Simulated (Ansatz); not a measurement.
# Sb (P6_3/mmc) in Ansatz: further runs

Runs on Sb. Level: HSE06. Tasks: single point, equation of state.

Program: Ansatz 0.2.0. These are calculated values, not measurements. Logs are shortened: lines on timing, memory, paths and dates and some standing lists are left out, and cuts for length are marked.

## (1) Starting point

Symmetry: P6_3/mmc, No. 194, hexagonal system. The conventional cell has a = 3.355 Å, b = 3.355 Å, c = 5.470 Å, α = 90.00°, β = 90.00°, γ = 120.00°. Around Sb (site symmetry -6m2) lie 12 Sb at 3.35 Å.

This isn't the form of Sb at room conditions, which is rhombohedral.

## (2) Single point, HSE06, 25.05 Å³/atom (volume scaled by 0.94)

File input:

```
crystal:
  lattice:
    - [3.2860533585, 0.0, 0.0]
    - [-1.6430266792, 2.8458056866, 0.0]
    - [0.0, 0.0, 5.3584933852]
  atoms:
    - { symbol: Sb, position: [0.6666666667, 0.3333333333, 0.75] }
    - { symbol: Sb, position: [0.3333333333, 0.6666666667, 0.25] }
hamiltonian:
  xc: hse06
  pseudopotentials: { kind: paw }
kpoints:
  mp_grid: { grid: [6, 6, 4] }
scf:
  occupations: { method: fermi_dirac, width: 0.05 }
output:
  forces: true
  stress: true
  eigenvalues: true
  write_density: true
  write_potential: true
  elf: true
  volumetric_format: npy
```

Potentials or basis: Ansatz PAW.

The program printed:

```text
Warning: output.stress: scf.convergence.dr2_threshold = 1e-7 eV (the SCF's general default) is looser than the 2e-10 eV advised for a printed stress (1e-10 eV for each atom of the cell: 2). What an SCF threshold leaves in a stress goes as its square root, and in the free energy as the threshold itself, and one threshold admits the most on a small cell: of the crystals measured, under no hybrid functional and no lock of the moments, on runs that ended without the residual-converged pass, on stresses that held no estimate of that error, the worst erred by over 100 MPa in a component at 1e-7 eV an atom and by under 5 at 1e-10. Set scf.convergence.dr2_threshold to 2e-10 eV or tighter. The threshold is an SCF's pass mark: one that does not reach it within its budget of iterations ends unconverged, or closes short of it on a stop that the run arms, and scf.convergence.dr2_threshold's page says what that costs each kind of run
Warning: output.stress: scf.exx.energy_threshold = 1e-6 eV is looser than the 2e-8 eV advised for a stress under a hybrid functional (1e-8 eV for each atom of the cell: 2). Every SCF of the exchange loop can meet its threshold on dr2 while the loop round them stops early: no threshold on dr2 bounds what that leaves in the stress. Set scf.exx.energy_threshold to 2e-8 eV or tighter. The threshold is the loop's pass mark: a loop that does not reach it within its budget of cycles ends unconverged, and scf.exx.energy_threshold's page has the law
GPUs: using 1 of 1 available (devices: 1).
Engine: ansatz 0.2.0, x86_64-unknown-linux-gnu
Pseudopotentials: kind: paw
Pseudopotential: Sb, paw, valence charge 15, recommended cutoff 420 eV (normal), Sb.paw.azcp
Functional definition: HSE06
  parameter a = 0.25
  parameter omega = 0.11/bohr
  exchange = pbe_x - a*pbe_x_sr(omega) + a*exact_x_sr(omega)
  correlation = pbe_c
device memory: the entry about to start is reckoned to put 0.6 GiB on a device that reports 43.6 GiB free (of which the cap on the GPU budget leaves the run 18.0 GiB)
GPU FFT provider: cuFFT
GPU libraries: cuBLAS 13.8.2, cuFFT 12.4.0, cuSOLVER 12.3.4
Crystal: 2 atoms, lattice volume = 50.110 Å³
Basis set: ecut = 420 eV, 989 PW (Γ), exchange–correlation on 48×48×72 points (8 copies of the dense FFT grid, shifted against one another)
Bands: 19, of which v1, the nominal top of the filled ones, is band 15 counted from 1 (14 counted from 0)
Symmetry: 24 space group operations
Space group: P63/mmc (ITA 194), of the structure as read, at distance tolerance 3.7e-5 Å
k-points: 21 of 144
Non-local potential: Sb, projectors of the file, l = 0: 2, l = 1: 2, l = 2: 2, l = 3: 2
PAW form: soft (Blöchl's): semilocal exchange-correlation on the pseudo side does not see the compensation charge
PAW frozen core: Sb, regenerated for the run's functional, and the local potential with it (the file was generated under x = pbe(κ = 0.804, μ = 0.2195149727645171), c = pbe(β = 0.06672455060314922))
PAW one-centre angular grid: Sb, 590 points (default); XC on 64 Gauss nodes
Initial density: superposition of atomic densities (neutral atoms: chi_scale 0, normalization atom), corrected by the library's trained network
Initial wavefunctions: pseudopotential atomic-orbital guess
GPU buffer pool allocated for 20736 grid points (all kernels)
GPU transforms: local potential and band sums: pruned to the plane-wave sphere, on 24×24×36
Functional: x = pbe(κ = 0.804, μ = 0.2195149727645171), c = pbe(β = 0.06672455060314922), warm-up for x = pbe(κ = 0.804, μ = 0.2195149727645171) + 0.25 (exact − pbe) at short range (hse, ω = 0.20786987370883472 Å⁻¹), c = pbe(β = 0.06672455060314922); HSE06 as pw.x's `hse` composes it (authors' and Libxc's form: `xc: wpbeh`)
SCF iter   1: F=—  HF=-12968.437713 eV  |F-HF|=—  |Δ(HF+E_count)|=         —  Δρ=1.70e-3  dr2=1.03e-3  ethr=1.77e-3  ⟨swp⟩=8.0  Hψ=1586  notcnv=0
preconditioner: auto → none  [insulator: Δε(μ)=0.519 eV  Ē_g=8.915 eV  σ=0.050 eV  W_gap=0.94  n_scr=22 (ndim 8)  ℏωp=16.6 eV  f_vac=0.000  D(μ)=0.26/eV (n_scr^D=0)]
SCF iter   2: F=—  HF=-12968.438380 eV  |F-HF|=—  |Δ(HF+E_count)|=   6.68e-4  Δρ=8.14e-4  dr2=1.89e-4  ethr=3.43e-6  ⟨swp⟩=3.8  Hψ=1145  notcnv=0  defer=2
iter 3 solved again at ethr=8.37e-9 eV; its pass at ethr=6.31e-7 eV (dr2=2.51e-6 eV) is discarded
SCF iter   3: F=—  HF=-12968.438535 eV  |F-HF|=—  |Δ(HF+E_count)|=   1.55e-4  Δρ=1.04e-4  dr2=2.34e-6  ethr=8.37e-9  ⟨swp⟩=4.0  Hψ=1977  notcnv=0
SCF iter   4: F=—  HF=-12968.438540 eV  |F-HF|=—  |Δ(HF+E_count)|=   4.08e-6  Δρ=1.20e-5  dr2=3.00e-8  ethr=7.80e-9  ⟨swp⟩=3.0  Hψ=823  notcnv=0
SCF iter   5: F=—  HF=-12968.438540 eV  |F-HF|=—  |Δ(HF+E_count)|=   4.57e-8  Δρ=2.10e-6  dr2=1.29e-9  ethr=9.99e-11  ⟨swp⟩=3.1  Hψ=1036  notcnv=0
SCF iter   6: F=-12968.438540 eV  HF=-12968.438540 eV  |F-HF|=5.64e-11  |Δ(HF+E_count)|=  6.53e-10  Δρ=3.79e-7  dr2=5.49e-11  ethr=4.31e-12  ⟨swp⟩=3.3  Hψ=1040  notcnv=0
SCF 1 converged in 6 iterations: F = -12968.438540 eV  dr2 = 5.49e-11
device memory: the entry about to start is reckoned to put 1.1 GiB on a device that reports 43.9 GiB free (of which the cap on the GPU budget leaves the run 18.0 GiB)
GPU FFT provider: cuFFT
GPU libraries: cuBLAS 13.8.2, cuFFT 12.4.0, cuSOLVER 12.3.4
Initial density: handed on by an earlier stage of this run
Initial wavefunctions: those handed on with the density
GPU buffer pool allocated for 20736 grid points (all kernels)
GPU transforms: local potential and band sums: pruned to the plane-wave sphere, on 24×24×36
Functional: x = pbe(κ = 0.804, μ = 0.2195149727645171) + 0.25 (exact − pbe) at short range (hse, ω = 0.20786987370883472 Å⁻¹), c = pbe(β = 0.06672455060314922); HSE06 as pw.x's `hse` composes it (authors' and Libxc's form: `xc: wpbeh`)
Exchange kernel: α = 0.2500, screened, ω = 0.2079 Å⁻¹, Wigner–Seitz truncation, v(0) = 1044.9280 eV·Å³, q-mesh 6×6×4, nearest image of the exchange supercell L = 19.72 Å, pair-density grid 15×15×24, without the augmentation charges, whose exchange is taken in its separable form by FFT convolution over the k-point mesh (sized by the pseudopotential files, 20×20×36 at the most), smooth part of the exact exchange by density-matrix convolution in up to 2.61 GiB of GPU memory as planned if the GPU has room (build and FFT work areas not counted)
Frozen-core exchange: fock
iter 1 solved again at ethr=1.51e-5 eV; its pass at ethr=1.00e-1 eV (dr2=4.53e-3 eV) is discarded
SCF iter   1: F=—  HF=-12976.820779 eV  |F-HF|=—  |Δ(HF+E_count)|=         —  Δρ=4.59e-3  dr2=5.17e-3  ethr=1.51e-5  ⟨swp⟩=4.6  Hψ=2383  notcnv=0
preconditioner: auto → none  [insulator: Δε(μ)=0.563 eV  Ē_g=9.949 eV  σ=0.050 eV  W_gap=0.93  n_scr=22 (ndim 8)  ℏωp=16.6 eV  f_vac=0.000  D(μ)=0.26/eV (n_scr^D=0)]
SCF iter   2: F=—  HF=-12976.819431 eV  |F-HF|=—  |Δ(HF+E_count)|=   1.35e-3  Δρ=1.92e-3  dr2=1.37e-3  ethr=1.51e-5  ⟨swp⟩=2.0  Hψ=715  notcnv=0
SCF iter   3: F=—  HF=-12976.819170 eV  |F-HF|=—  |Δ(HF+E_count)|=   2.61e-4  Δρ=1.13e-4  dr2=2.85e-4  ethr=3.00e-6  ⟨swp⟩=3.0  Hψ=757  notcnv=0
SCF iter   4: F=—  HF=-12976.822303 eV  |F-HF|=—  |Δ(HF+E_count)|=   3.13e-3  Δρ=5.42e-4  dr2=7.82e-5  ethr=1.47e-8  ⟨swp⟩=5.0  Hψ=1700  notcnv=0
SCF iter   5: F=—  HF=-12976.822280 eV  |F-HF|=—  |Δ(HF+E_count)|=   2.32e-5  Δρ=1.65e-5  dr2=6.00e-6  ethr=1.47e-8  ⟨swp⟩=3.4  Hψ=1042  notcnv=0
SCF iter   6: F=-12976.822329 eV  HF=-12976.822330 eV  |F-HF|=5.44e-7  |Δ(HF+E_count)|=   5.01e-5  Δρ=6.55e-5  dr2=1.50e-6  ethr=1.44e-10  ⟨swp⟩=5.3  Hψ=1727  notcnv=0
SCF 2 stopped early in 6 iterations: F = -12976.822329 eV  dr2 = 1.50e-6
hybrid outer 1: dexx = +3.238e-3 eV, tail = 6.25e-5 eV
GPU FFT provider: cuFFT
GPU libraries: cuBLAS 13.8.2, cuFFT 12.4.0, cuSOLVER 12.3.4
GPU buffer pool allocated for 20736 grid points (all kernels)
GPU transforms: local potential and band sums: pruned to the plane-wave sphere, on 24×24×36
Exchange kernel: α = 0.2500, screened, ω = 0.2079 Å⁻¹, Wigner–Seitz truncation, v(0) = 1044.9280 eV·Å³, q-mesh 6×6×4, nearest image of the exchange supercell L = 19.72 Å, pair-density grid 15×15×24, without the augmentation charges, whose exchange is taken in its separable form by FFT convolution over the k-point mesh (sized by the pseudopotential files, 20×20×36 at the most), smooth part of the exact exchange by density-matrix convolution in up to 2.61 GiB of GPU memory as planned if the GPU has room (build and FFT work areas not counted)
Frozen-core exchange: fock
SCF iter   1: F=—  HF=-12976.821966 eV  |F-HF|=—  |Δ(HF+E_count)|=         —  Δρ=2.93e-5  dr2=4.44e-7  ethr=1.04e-6  ⟨swp⟩=3.3  Hψ=839  notcnv=0
preconditioner: auto → none  [insulator: Δε(μ)=0.561 eV  Ē_g=9.949 eV  σ=0.050 eV  W_gap=0.92  n_scr=22 (ndim 8)  ℏωp=16.6 eV  f_vac=0.000  D(μ)=0.26/eV (n_scr^D=0)]
SCF iter   2: F=—  HF=-12976.821967 eV  |F-HF|=—  |Δ(HF+E_count)|=   1.42e-6  Δρ=2.21e-5  dr2=1.35e-7  ethr=1.20e-9  ⟨swp⟩=4.3  Hψ=1388  notcnv=0
SCF iter   3: F=-12976.821967 eV  HF=-12976.821967 eV  |F-HF|=1.82e-9  |Δ(HF+E_count)|=   2.59e-8  Δρ=4.98e-6  dr2=6.75e-9  ethr=4.09e-10  ⟨swp⟩=2.2  Hψ=725  notcnv=0
SCF 3 converged in 3 iterations: F = -12976.821967 eV  dr2 = 6.75e-9
  Residual-converged pass: ⟨swp⟩=3.8  Hψ=947  notcnv=0  max |occ|·‖R‖ = 2.3e-6 eV (tolerance 2.4e-6 eV)  dr2=6.76e-9  dr2_onsite=1.94e-9  max |Δocc| = 5.7e-12
hybrid outer 2: dexx = +6.831e-7 eV, tail = 2.27e-8 eV, Δε = 3.63e-3 eV (about 1.30e-4 eV left of the loop's levels)
hybrid SCF converged: 2 outer / 9 inner (+6 warm-up), last move |dexx| = 6.83e-7 eV, tail = 2.27e-8 eV
Stability not checked: this state was not tested for a lower state beside it, because the functional holds exact exchange (a hybrid, or Hartree-Fock), whose exchange loop this test does not read (fock_operator; see scf.lower_state_search)
Free energy (F): -12976.821967 eV
Frozen-core exchange: fock
Harris-Foulkes:  -12976.821967 eV  (|F-HF|=1.82e-9)
Internal energy: -12976.819360 eV  (E = F + TS)
E sigma→0 (E₀):  -12976.820664 eV
Entropy (-TS):   -0.002608 eV (-1.304 meV/atom)
Fermi energy:    12.981212 eV
--- Per-component energies (eV) ---
  E_band       = -315.724689
  E_kinetic    = 414.235876
  E_local      = -2747.212933  (includes V_loc(G=0)·N_el)
  E_nonlocal   = 722.238987
  E_hartree    = 1268.639246
  E_xc         = -223.567232
  E_vxc        = -156.765051  (∫ρ·V_xc dr)
  E_exx        = -80.981860  (= α·E_x^exact, valence–valence)
  E_paw        = -9132.366819  (= ΣΔE_a)
  E_vpaw       = -923.534563  (= ΣTr[D̂ρ^β])
  E_aug_tail   = -0.000003  (compensation charges beyond the density's cutoff)
  E_ewald      = -3197.855238
  E_core_change = 0.050621  (= ΣΔE_core)
  E_smearing   = -0.002608  (= −TS)
  E_closure    = -0.000004  (closes the sum)
  Σ components = -12976.821967   (vs F -12976.821967, Δ=0.00e0)
--- Forces (eV/Å), atoms counted from 1 ---
  atom   1  Sb     0.00000000     0.00000000     0.00000000
  atom   2  Sb    -0.00000000    -0.00000000     0.00000000
  max |Σ_I F_I| component: 4.63e-18 eV/Å
--- Stress (GPa, compression-positive) ---
        1.834452      -0.000000      -0.000000
        0.000000       1.834452      -0.000000
       -0.000000      -0.000000       9.497397
  P = ⅓ Tr σ = 4.3888 GPa (43.888 kbar)
--- Band table (eV; the first three rows and the last of 21) ---
  k-point 0: bands = ["-19.1375", "-19.1375", "-19.1344", "-19.1310", "-19.1310", "-19.1270", "-19.1019", "-19.1019", "-19.0360", "-19.0360", "-2.3041", "2.4220", "5.6488", "17.2656", "17.2656", "19.1880", "19.1880", "19.5201", "21.6730"]
  k-point 1: bands = ["-19.1422", "-19.1422", "-19.1352", "-19.1352", "-19.1330", "-19.1278", "-19.0866", "-19.0866", "-19.0425", "-19.0425", "-1.9361", "0.9154", "7.9270", "16.4237", "17.5398", "17.5398", "18.9384", "18.9384", "21.9074"]
  k-point 2: bands = ["-19.1420", "-19.1420", "-19.1420", "-19.1420", "-19.1300", "-19.1300", "-19.0612", "-19.0612", "-19.0612", "-19.0612", "-0.8390", "-0.8390", "11.9243", "11.9243", "18.2390", "18.2390", "18.2390", "18.2390", "22.6031"]
  k-point 20: bands = ["-19.1393", "-19.1393", "-19.1004", "-19.1004", "-19.0881", "-19.0881", "-19.0870", "-19.0870", "-19.0314", "-19.0314", "4.1472", "4.1472", "7.5743", "7.5743", "8.7958", "8.7958", "16.5563", "16.5563", "21.2798"]
```

Wall time 22 s (1 × NVIDIA H100 80GB HBM3 with 2 threads of AMD EPYC 7R13 (Zen 3), shared host); peak memory 2 GiB.

Results:

```yaml
Free_energy: -12976.8220 eV
Pressure: 4.4 GPa
Band_gap_on_the_k_mesh: none (metal or under the smearing width)
```

Caveat: the k mesh is coarse (spacing up to 0.37 Å⁻¹), so the values aren't converged, least of all with exact exchange; the PAW data sets come from PBE, with cores solved anew for the run's functional, which leaves a small shift of forces and pressure; the thresholds are loose for stress.

## (3) Single point, HSE06, 25.59 Å³/atom (volume scaled by 0.96)

input, as its differences from that of step 2:

```diff
@@ -2,5 +2,5 @@
   lattice:
-    - [3.2860533585, 0.0, 0.0]
-    - [-1.6430266792, 2.8458056866, 0.0]
-    - [0.0, 0.0, 5.3584933852]
+    - [3.3091953418, 0.0, 0.0]
+    - [-1.6545976709, 2.8658472321, 0.0]
+    - [0.0, 0.0, 5.3962304974]
   atoms:
@@ -19,5 +19 @@
   eigenvalues: true
-  write_density: true
-  write_potential: true
-  elf: true
-  volumetric_format: npy
```

Potentials or basis: Ansatz PAW.

Wall time 44 s (1 × NVIDIA H100 80GB HBM3 with 2 threads of AMD EPYC 7R13 (Zen 3), shared host); peak memory 1.9 GiB.

Results (log left out):

```
Free energy            : -12976.8450 eV
Pressure               : 2.6 GPa
Band gap on the k mesh : none (metal or under the smearing width)
```

Caveat: the k mesh is coarse (spacing up to 0.37 Å⁻¹), so the values aren't converged, least of all with exact exchange; the PAW data sets come from PBE, with cores solved anew for the run's functional, which leaves a small shift of forces and pressure; the thresholds are loose for stress.

## (4) Single point, HSE06, 26.12 Å³/atom (volume scaled by 0.98)

input, as its differences from that of step 3:

```diff
@@ -2,5 +2,5 @@
   lattice:
-    - [3.3091953418, 0.0, 0.0]
-    - [-1.6545976709, 2.8658472321, 0.0]
-    - [0.0, 0.0, 5.3962304974]
+    - [3.3320180998, 0.0, 0.0]
+    - [-1.6660090499, 2.8856123203, 0.0]
+    - [0.0, 0.0, 5.4334470562]
   atoms:
```

Wall time 27 s (1 × NVIDIA H100 80GB HBM3 with 2 threads of AMD EPYC 7R13 (Zen 3), shared host); peak memory 2 GiB.

The run converged. Its results:

| Quantity | Value |
| --- | --- |
| Free energy | -12976.8568 eV |
| Pressure | 1.0 GPa |
| Band gap on the k mesh | none (metal or under the smearing width) |

Caveat: the k mesh is coarse (spacing up to 0.36 Å⁻¹), so the values aren't converged, least of all with exact exchange; the PAW data sets come from PBE, with cores solved anew for the run's functional, which leaves a small shift of forces and pressure; the thresholds are loose for stress.

## (5) Single point, HSE06, 26.65 Å³/atom

input, as its differences from that of step 4:

```diff
@@ -2,5 +2,5 @@
   lattice:
-    - [3.3320180998, 0.0, 0.0]
-    - [-1.6660090499, 2.8856123203, 0.0]
-    - [0.0, 0.0, 5.4334470562]
+    - [3.3545324186, 0.0, 0.0]
+    - [-1.6772662093, 2.9051102923, 0.0]
+    - [0.0, 0.0, 5.47016065]
   atoms:
```

It took 22 s on 1 × NVIDIA H100 80GB HBM3 with 2 threads of AMD EPYC 7R13 (Zen 3), shared host; peak memory 2 GiB.

Results (log left out):

```
Free energy            : -12976.8586 eV
Pressure               : -0.4 GPa
Band gap on the k mesh : none (metal or under the smearing width)
```

Caveat: the k mesh is coarse (spacing up to 0.36 Å⁻¹), so the values aren't converged, least of all with exact exchange; the PAW data sets come from PBE, with cores solved anew for the run's functional, which leaves a small shift of forces and pressure; the thresholds are loose for stress.

## (6) Single point, HSE06, 27.19 Å³/atom (volume scaled by 1.02)

input, as its differences from that of step 5:

```diff
@@ -2,5 +2,5 @@
   lattice:
-    - [3.3545324186, 0.0, 0.0]
-    - [-1.6772662093, 2.9051102923, 0.0]
-    - [0.0, 0.0, 5.47016065]
+    - [3.3767485125, 0.0, 0.0]
+    - [-1.6883742563, 2.924349994, 0.0]
+    - [0.0, 0.0, 5.5063879352]
   atoms:
```

Potentials or basis: Ansatz PAW.

It took 22 s on 1 × NVIDIA H100 80GB HBM3 with 2 threads of AMD EPYC 7R13 (Zen 3), shared host; peak memory 2 GiB.

The run converged. Its results:

* Free energy: -12976.8513 eV
* Pressure: -1.7 GPa
* Band gap on the k mesh: none (metal or under the smearing width)

Caveat: the PAW data sets come from PBE, with cores solved anew for the run's functional, which leaves a small shift of forces and pressure; the thresholds are loose for stress.

## (7) Single point, HSE06, 27.72 Å³/atom (volume scaled by 1.04)

input, as its differences from that of step 6:

```diff
@@ -2,5 +2,5 @@
   lattice:
-    - [3.3767485125, 0.0, 0.0]
-    - [-1.6883742563, 2.924349994, 0.0]
-    - [0.0, 0.0, 5.5063879352]
+    - [3.3986760653, 0.0, 0.0]
+    - [-1.6993380327, 2.9433398118, 0.0]
+    - [0.0, 0.0, 5.542144703]
   atoms:
@@ -19 +19,5 @@
   eigenvalues: true
+  write_density: true
+  write_potential: true
+  elf: true
+  volumetric_format: npy
```

Wall time 34 s (1 × NVIDIA H100 80GB HBM3 with 2 threads of AMD EPYC 7R13 (Zen 3), shared host); peak memory 2 GiB.

Results (log left out):

| Item | Value |
| --- | --- |
| Free energy | -12976.8359 eV |
| Pressure | -2.9 GPa |
| Band gap on the k mesh | none (metal or under the smearing width) |

Caveat: the PAW data sets come from PBE, with cores solved anew for the run's functional, which leaves a small shift of forces and pressure; the thresholds are loose for stress.

## (8) Single point, HSE06, 28.25 Å³/atom (volume scaled by 1.06)

input, as its differences from that of step 7:

```diff
@@ -2,5 +2,5 @@
   lattice:
-    - [3.3986760653, 0.0, 0.0]
-    - [-1.6993380327, 2.9433398118, 0.0]
-    - [0.0, 0.0, 5.542144703]
+    - [3.4203242672, 0.0, 0.0]
+    - [-1.7101621336, 2.9620877046, 0.0]
+    - [0.0, 0.0, 5.5774459394]
   atoms:
@@ -19,5 +19 @@
   eigenvalues: true
-  write_density: true
-  write_potential: true
-  elf: true
-  volumetric_format: npy
```

Wall time 20 s (1 × NVIDIA H100 80GB HBM3 with 2 threads of AMD EPYC 7R13 (Zen 3), shared host); peak memory 2.2 GiB.

The run converged. Its results:

| Quantity | Value |
| --- | --- |
| Free energy | -12976.8133 eV |
| Pressure | -3.9 GPa |
| Band gap on the k mesh | none (metal or under the smearing width) |

Caveat: the PAW data sets come from PBE, with cores solved anew for the run's functional, which leaves a small shift of forces and pressure; the thresholds are loose for stress.

## (9) Equation of state, HSE06

Potentials or basis: Ansatz PAW.

No new run: the results of the series are fitted here.

What came out:

| Property | Result |
| --- | --- |
| Equilibrium volume | 26.48 Å³/atom |
| Bulk modulus at fixed shape and positions | 70 GPa |
| Pressure derivative of the bulk modulus | 4.5 |

Energy against volume, from the lowest point:
| volume (Å³/atom) | energy (meV/atom) |
| --- | --- |
| 25.055 | 18.30 |
| 25.588 | 6.78 |
| 26.121 | 0.87 |
| 26.654 | 0.00 |
| 27.187 | 3.65 |
| 27.720 | 11.32 |
| 28.253 | 22.61 |

Caveat: the k mesh is coarse (spacing up to 0.36 Å⁻¹), so the values aren't converged, least of all with exact exchange; the cell was scaled at fixed shape and fractional positions, which overstates the stiffness of a crystal with free parameters, most of all of layers and chains; the PAW data sets were made with another functional, which shifts forces and pressure a little.
